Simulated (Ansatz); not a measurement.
TiB2, 3 atoms in the cell. The structure is hexagonal, space group P6/mmm (No. 191). Conventional cell: a = 3.029 Å, b = 3.029 Å, c = 3.228 Å, α = 90.00°, β = 90.00°, γ = 120.00°. Around Ti (site symmetry 6/mmm) lie 12 B at 2.38 Å. B (site symmetry -6m2) is surrounded by 3 B at 1.75 Å. 

| Item | Value |
| --- | --- |
| Program | Ansatz 0.2.0 |
| Task | single point |
| Functional | PBE0 form with a typed share of exact exchange |
| Potentials or basis | Ansatz PAW |
| Cutoff | 420 eV (not typed: the program's choice for these potentials) |
| k mesh | 6 × 6 × 5 |
| Occupations | fermi-dirac, width 0.05 eV |
| Spin | no spin polarisation |
| Share of exact exchange | 0.15 |

Potentials or basis: Ansatz PAW.

The run is started by

```sh
$ ansatz run input.yaml --threads 2 --pin off --max-ram 5632MiB --backend cpu --events-out ev --progress --plain --runs-dir out
```

Hardware: 2 threads of AMD EPYC 7R13 Processor (Zen 3), with other jobs on the host.

Problem. Estimate the wall time of this run.

Solution. It took 26 s on 2 threads of AMD EPYC 7R13 Processor (Zen 3) (shared host), peak memory 0.84 GiB. Counts: scf iterations 34, plane waves 503, k points 21, bands 13.
